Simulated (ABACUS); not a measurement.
# Hf (Fm-3m) in ABACUS: further runs

Runs on Hf. Level: PBE. Tasks: equation of state.

Everything below comes from runs of ABACUS 3.10.1. Logs are shortened: lines on timing, memory, paths and dates and some standing lists are left out, and cuts for length are marked.

**1. Starting point**

Symmetry: Fm-3m, No. 225, cubic system. The conventional cell has a = 4.440 Å, b = 4.440 Å, c = 4.440 Å, α = 90.00°, β = 90.00°, γ = 90.00°. Hf (site symmetry m-3m) is surrounded by 12 Hf at 3.14 Å.

This isn't the form of Hf at room conditions, which is hcp.

**2. Equation of state, PBE, 20.57 Å³/atom (volume scaled by 0.94)**

The input, INPUT:

```
INPUT_PARAMETERS
suffix              Hf
calculation         scf
basis_type          lcao
pseudo_dir          ./
orbital_dir         ./
symmetry            1
dft_functional      pbe
ecutwfc             100
pseudo_rcut         10
nspin               1
nbands              10
ks_solver           genelpa
smearing_method     fd
smearing_sigma      0.00367493
scf_thr             1e-07
scf_nmax            100
mixing_type         broyden
mixing_beta         0.7
cal_force           1
cal_stress          1
out_mul             1
```

The input, STRU:

```
ATOMIC_SPECIES
Hf 178.4900 Hf.upf

NUMERICAL_ORBITAL
Hf_confined-atom_8au_2s1p1d.orb

LATTICE_CONSTANT
1.8897261246

LATTICE_VECTORS
0.0000000000 2.1746811613 2.1746811613
2.1746811613 0.0000000000 2.1746811613
2.1746811613 2.1746811613 0.0000000000

ATOMIC_POSITIONS
Direct

Hf
0.0
1
0.0000000000 0.0000000000 0.0000000000 1 1 1
```

The input, KPT:

```
K_POINTS
0
Gamma
10 10 10 0 0 0
```

Potentials or basis: PseudoDojo NC SR 0.4.1 PBE standard, SZ LCAO (the cutoffs set its grid).

Command:

```
OMP_NUM_THREADS=1 mpirun -np 4 abacus > log
```

running log:

```text
ABACUS v3.10.1

               Atomic-orbital Based Ab-initio Computation at UStc

 ------------------------------------------------------------------------------------

 READING GENERAL INFORMATION
                           global_out_dir = OUT.Hf/
                           global_in_card = INPUT
                               pseudo_dir = ./
                              orbital_dir = ./
                                    DSIZE = 4
                                    GSIZE = 1

 READING UNITCELL INFORMATION
                                    ntype = 1
                  lattice constant (Bohr) = 1.88973
              lattice constant (Angstrom) = 1

 READING ATOM TYPE 1
                               atom label = Hf
                      L=0, number of zeta = 2
                      L=1, number of zeta = 1
                      L=2, number of zeta = 1
             number of atom for this type = 1

                        TOTAL ATOM NUMBER = 1
DIRECT COORDINATES
    atom                   x                   y                   z     mag                  vx                  vy                  vz
taud_Hf1            0.0000000000        0.0000000000        0.0000000000  0.0000        0.0000000000        0.0000000000        0.0000000000

                          Volume (Bohr^3) = 138.808
                             Volume (A^3) = 20.5691

 Lattice vectors: (Cartesian coordinate: in unit of a_0)
                   +0            +2.17468            +2.17468
             +2.17468                  +0            +2.17468
             +2.17468            +2.17468                  +0
 Reciprocal vectors: (Cartesian coordinate: in unit of 2 pi/a_0)
            -0.229919           +0.229919           +0.229919
            +0.229919           -0.229919           +0.229919
            +0.229919           +0.229919           -0.229919
 The esolver type has been set to : ksdft_lcao

                PAO radial cut off (Bohr) = 10

 Read in pseudopotential file is Hf.upf
                     pseudopotential type = NC
          exchange-correlation functional = PBE
                 nonlocal core correction = 1
                        valence electrons = 12
                                     lmax = 3
                           number of zeta = 4
                     number of projectors = 8
                           L of projector = 0
                           L of projector = 0
                           L of projector = 1
                           L of projector = 1
                           L of projector = 2
[... 170 lines left out ...]
         searching radius unit is (Bohr)) = 1.89
                         PeriodicBoundary = 1
                        Radius(unit:lat0) = 11.1
                                   glayer = [ 6, 6, 6 ]
                             glayer_minus = [ 5, 5, 5 ]

Find the coordinate range of the input atom(unit:lat0).
                                  min_tau = [ -21.7, -21.7, -21.7 ]
                                  max_tau = [ 21.7, 21.7, 21.7 ]
                                BoxNumber = [ 11, 11, 11 ]

 SETUP EXTENDED REAL SPACE GRID FOR GRID INTEGRATION
                          real space grid = [ 40, 40, 40 ]
                 big cell numbers in grid = [ 8, 8, 8 ]
             meshcell numbers in big cell = [ 5, 5, 5 ]
                        extended fft grid = [ 14, 14, 14 ]
                dimension of extened grid = [ 37, 37, 37 ]
                            UnitCellTotal = 125
              Atom number in sub-FFT-grid = 1
    Local orbitals number in sub-FFT-grid = 10
                                ParaV.nnr = 6225
                                 init_chg = atomic

 LCAO ALGORITHM --------------- ION=   1  ELEC=   1--------------------------------

 Density error is 0.0133396753382
----------------------------------------------------------
     Energy           Rydberg                 eV
----------------------------------------------------------
 E_KohnSham     -112.7683306485      -1534.2918507670
 E_Harris       -112.7564095352      -1534.1296557004
 E_Fermi        1.2109285235         16.4755277899
----------------------------------------------------------
[... 47 lines left out ...]
 Density error is 2.33025368926e-08
----------------------------------------------------------
     Energy           Rydberg                 eV
----------------------------------------------------------
 E_KohnSham     -112.7683471819      -1534.2920757167
 E_KS(sigma->0) -112.7679708524      -1534.2869554909
 E_Harris       -112.7683468150      -1534.2920707247
 E_band         -8.3891920533        -114.1408135414
 E_one_elec     -17.5719065820       -239.0780542390
 E_Hartree      13.8291563351        188.1553246901
 E_xc           -28.6973328719       -390.4472444599
 E_Ewald        -80.3275114041       -1092.9118612564
 E_entropy(-TS) -0.0007526590        -0.0102404515
 E_descf        0.0000000000         0.0000000000
 E_exx          0.0000000000         0.0000000000
 E_Fermi        1.2122793594         16.4939068556
----------------------------------------------------------

 charge density convergence is achieved
 final etot is -1534.2920757 eV
 EFERMI = 16.493906856 eV

 STATE ENERGY(eV) AND OCCUPATIONS    NSPIN == 1
 1/47 kpoint (Cartesian) = 0.0000 0.0000 0.0000 (599 pws)
       1       -44.7473     0.00200000
       2       -13.0405     0.00200000
       3       -13.0405     0.00200000
       4       -13.0405     0.00200000
       5        8.45974     0.00200000
       6        17.6756    1.08974e-13
       7        17.6756    1.08974e-13
       8        17.6756    1.08974e-13
       9        20.8813    1.55762e-41
      10        20.8813    1.55762e-41
[... 49 lines left out ...]
 6/47 kpoint (Cartesian) = 0.11496 0.11496 0.11496 (578 pws)
       1       -44.6515     0.00800000
       2       -14.1301     0.00800000
       3       -13.1837     0.00800000
       4       -13.1837     0.00800000
       5        12.1433     0.00800000
       6        17.3837    1.49533e-10
       7        17.3837    1.49533e-10
       8        23.3155    4.48538e-62
       9        23.3155    4.48538e-62
      10        27.0302        0.00000

[... levels at 41 further k points ...]

 correction force for each atom along direction 1 is -1.24198e-14
 correction force for each atom along direction 2 is -1.56125e-14
 correction force for each atom along direction 3 is -9.83096e-15
------------------------------------------------------------------------------------------
 TOTAL-FORCE (eV/Angstrom)
------------------------------------------------------------------------------------------
                       Hf1         0.0000000000         0.0000000000         0.0000000000
------------------------------------------------------------------------------------------

----------------------------------------------------------------
 TOTAL-STRESS (KBAR)
----------------------------------------------------------------
        29.6331852036        -0.0000000000        -0.0000000000
         0.0000000000        29.6331852036         0.0000000000
        -0.0000000000         0.0000000000        29.6331852036
----------------------------------------------------------------
 TOTAL-PRESSURE: 29.633185 KBAR

 --------------------------------------------
 !FINAL_ETOT_IS -1534.2920757167146348 eV
 --------------------------------------------
```

stdout:

```text
ABACUS v3.10.1

               Atomic-orbital Based Ab-initio Computation at UStc

%%%%%%%%%%%%%%%%%%%%%%%%%%%%%%%%%%%%%%%%%%%%%%%%%%%%%%%%%%%%%%%%%%%%%%%%%%%%%%%%%%%%%%%%%%%%%%%%%%%%%%%%%
 Warning: the number of valence electrons in pseudopotential > 4 for Hf: [Xe] 4f14 5d2 6s2
[... 31 lines left out ...]
 TOTAL-STRESS (KBAR)
----------------------------------------------------------------
        29.6331852036        -0.0000000000        -0.0000000000
         0.0000000000        29.6331852036         0.0000000000
        -0.0000000000         0.0000000000        29.6331852036
----------------------------------------------------------------
 TOTAL-PRESSURE: 29.633185 KBAR
```

Wall time 1.6 s (4 MPI ranks of INTEL XEON PLATINUM 8581C at 2.10GHz (Emerald Rapids), shared host); peak memory 0.36 GiB.

These settings aren't checked as converged: the numbers below hold their error.

Results:

```
Free energy            : -1534.2921 eV
Pressure               : 3.0 GPa
Band gap on the k mesh : none (metal or under the smearing width)
```

Caveat: the atomic orbitals were generated for these runs and aren't a published set; the basis of atomic orbitals isn't converged, which shifts pressures, moduli and gaps.

**3. Equation of state, PBE, 21.01 Å³/atom (volume scaled by 0.96)**

INPUT is that of step 2.

The input, STRU:

```
ATOMIC_SPECIES
Hf 178.4900 Hf.upf

NUMERICAL_ORBITAL
Hf_confined-atom_8au_2s1p1d.orb

LATTICE_CONSTANT
1.8897261246

LATTICE_VECTORS
0.0000000000 2.1899963220 2.1899963220
2.1899963220 0.0000000000 2.1899963220
2.1899963220 2.1899963220 0.0000000000

ATOMIC_POSITIONS
Direct

Hf
0.0
1
0.0000000000 0.0000000000 0.0000000000 1 1 1
```

KPT is that of step 2.

Potentials or basis: PseudoDojo NC SR 0.4.1 PBE standard, SZ LCAO (the cutoffs set its grid).

Command:

```
OMP_NUM_THREADS=1 mpirun -np 4 abacus > log
```

It took 1.5 s on 4 MPI ranks of INTEL XEON PLATINUM 8581C at 2.10GHz (Emerald Rapids), shared host; peak memory 0.36 GiB.

These settings aren't checked as converged: the numbers below hold their error.

Results:

```yaml
Free_energy: -1534.2957 eV
Pressure: -0.3 GPa
Band_gap_on_the_k_mesh: none (metal or under the smearing width)
```

Caveat: the atomic orbitals were generated for these runs and aren't a published set; the basis of atomic orbitals isn't converged, which shifts pressures, moduli and gaps.

**4. Equation of state, PBE, 21.44 Å³/atom (volume scaled by 0.98)**

INPUT is that of step 3.

The input, STRU:

```
ATOMIC_SPECIES
Hf 178.4900 Hf.upf

NUMERICAL_ORBITAL
Hf_confined-atom_8au_2s1p1d.orb

LATTICE_CONSTANT
1.8897261246

LATTICE_VECTORS
0.0000000000 2.2051002222 2.2051002222
2.2051002222 0.0000000000 2.2051002222
2.2051002222 2.2051002222 0.0000000000

ATOMIC_POSITIONS
Direct

Hf
0.0
1
0.0000000000 0.0000000000 0.0000000000 1 1 1
```

KPT is that of step 3.

Command:

```
OMP_NUM_THREADS=1 mpirun -np 4 abacus > log
```

Wall time 1.4 s (4 MPI ranks of INTEL XEON PLATINUM 8581C at 2.10GHz (Emerald Rapids), shared host); peak memory 0.36 GiB.

The run converged, but some of its settings lie outside the range that counts as converged, so its numbers aren't taken as properties of the crystal.

What came out:

* Free energy: -1534.2908 eV
* Pressure: -3.2 GPa
* Band gap on the k mesh: none (metal or under the smearing width)

Caveat: the atomic orbitals were generated for these runs and aren't a published set; the basis of atomic orbitals isn't converged, which shifts pressures, moduli and gaps.

**5. Equation of state, PBE, 21.88 Å³/atom**

INPUT is that of step 4.

The input, STRU:

```
ATOMIC_SPECIES
Hf 178.4900 Hf.upf

NUMERICAL_ORBITAL
Hf_confined-atom_8au_2s1p1d.orb

LATTICE_CONSTANT
1.8897261246

LATTICE_VECTORS
0.0000000000 2.2200000000 2.2200000000
2.2200000000 0.0000000000 2.2200000000
2.2200000000 2.2200000000 0.0000000000

ATOMIC_POSITIONS
Direct

Hf
0.0
1
0.0000000000 0.0000000000 0.0000000000 1 1 1
```

KPT is that of step 4.

Command:

```
OMP_NUM_THREADS=1 mpirun -np 4 abacus > log
```

Run time: 1.4 s. Hardware: 4 MPI ranks of INTEL XEON PLATINUM 8581C at 2.10GHz (Emerald Rapids), shared host; peak memory 0.36 GiB.

These settings aren't checked as converged: the numbers below hold their error.

Results:

- Free energy: -1534.2784 eV
- Pressure: -5.9 GPa
- Band gap on the k mesh: none (metal or under the smearing width)

Caveat: the atomic orbitals were generated for these runs and aren't a published set; the basis of atomic orbitals isn't converged, which shifts pressures, moduli and gaps.

**6. Equation of state, PBE, 22.32 Å³/atom (volume scaled by 1.02)**

INPUT is that of step 5.

The input, STRU:

```
ATOMIC_SPECIES
Hf 178.4900 Hf.upf

NUMERICAL_ORBITAL
Hf_confined-atom_8au_2s1p1d.orb

LATTICE_CONSTANT
1.8897261246

LATTICE_VECTORS
0.0000000000 2.2347024152 2.2347024152
2.2347024152 0.0000000000 2.2347024152
2.2347024152 2.2347024152 0.0000000000

ATOMIC_POSITIONS
Direct

Hf
0.0
1
0.0000000000 0.0000000000 0.0000000000 1 1 1
```

KPT is that of step 5.

Potentials or basis: PseudoDojo NC SR 0.4.1 PBE standard, SZ LCAO (the cutoffs set its grid).

Command:

```
OMP_NUM_THREADS=1 mpirun -np 4 abacus > log
```

Wall time 1.4 s (4 MPI ranks of INTEL XEON PLATINUM 8581C at 2.10GHz (Emerald Rapids), shared host); peak memory 0.36 GiB.

The run converged, but some of its settings lie outside the range that counts as converged, so its numbers aren't taken as properties of the crystal.

Results:

* Free energy: -1534.2590 eV
* Pressure: -8.2 GPa
* Band gap on the k mesh: none (metal or under the smearing width)

Caveat: the atomic orbitals were generated for these runs and aren't a published set; the basis of atomic orbitals isn't converged, which shifts pressures, moduli and gaps.

**7. Equation of state, PBE, 22.76 Å³/atom (volume scaled by 1.04)**

INPUT is that of step 6.

The input, STRU:

```
ATOMIC_SPECIES
Hf 178.4900 Hf.upf

NUMERICAL_ORBITAL
Hf_confined-atom_8au_2s1p1d.orb

LATTICE_CONSTANT
1.8897261246

LATTICE_VECTORS
0.0000000000 2.2492138765 2.2492138765
2.2492138765 0.0000000000 2.2492138765
2.2492138765 2.2492138765 0.0000000000

ATOMIC_POSITIONS
Direct

Hf
0.0
1
0.0000000000 0.0000000000 0.0000000000 1 1 1
```

KPT is that of step 6.

Command:

```
OMP_NUM_THREADS=1 mpirun -np 4 abacus > log
```

It took 1.4 s on 4 MPI ranks of INTEL XEON PLATINUM 8581C at 2.10GHz (Emerald Rapids), shared host; peak memory 0.36 GiB.

These settings aren't checked as converged: the numbers below hold their error.

What came out:

```yaml
Free_energy: -1534.2335 eV
Pressure: -10.4 GPa
Band_gap_on_the_k_mesh: none (metal or under the smearing width)
```

Caveat: the atomic orbitals were generated for these runs and aren't a published set; the basis of atomic orbitals isn't converged, which shifts pressures, moduli and gaps.

**8. Equation of state, PBE, 23.20 Å³/atom (volume scaled by 1.06)**

INPUT is that of step 7.

The input, STRU:

```
ATOMIC_SPECIES
Hf 178.4900 Hf.upf

NUMERICAL_ORBITAL
Hf_confined-atom_8au_2s1p1d.orb

LATTICE_CONSTANT
1.8897261246

LATTICE_VECTORS
0.0000000000 2.2635404658 2.2635404658
2.2635404658 0.0000000000 2.2635404658
2.2635404658 2.2635404658 0.0000000000

ATOMIC_POSITIONS
Direct

Hf
0.0
1
0.0000000000 0.0000000000 0.0000000000 1 1 1
```

KPT is that of step 7.

Command:

```
OMP_NUM_THREADS=1 mpirun -np 4 abacus > log
```

Run time: 1.4 s. Hardware: 4 MPI ranks of INTEL XEON PLATINUM 8581C at 2.10GHz (Emerald Rapids), shared host; peak memory 0.36 GiB.

The run converged, but some of its settings lie outside the range that counts as converged, so its numbers aren't taken as properties of the crystal.

What came out:

```
Free energy            : -1534.2025 eV
Pressure               : -12.3 GPa
Band gap on the k mesh : none (metal or under the smearing width)
```

Caveat: the atomic orbitals were generated for these runs and aren't a published set; the basis of atomic orbitals isn't converged, which shifts pressures, moduli and gaps.

**9. Equation of state, PBE**

Potentials or basis: PseudoDojo NC SR 0.4.1 PBE standard, SZ LCAO (the cutoffs set its grid).

This step only gathers the single runs of the series.

These settings aren't checked as converged: the numbers below hold their error.

What came out:

```
Equilibrium volume                      : 20.97 Å³/atom
Bulk modulus                            : 150 GPa
Pressure derivative of the bulk modulus : 4.0
```

Caveat: the atomic orbitals were generated for these runs and aren't a published set; the basis of atomic orbitals isn't converged, which shifts pressures, moduli and gaps.
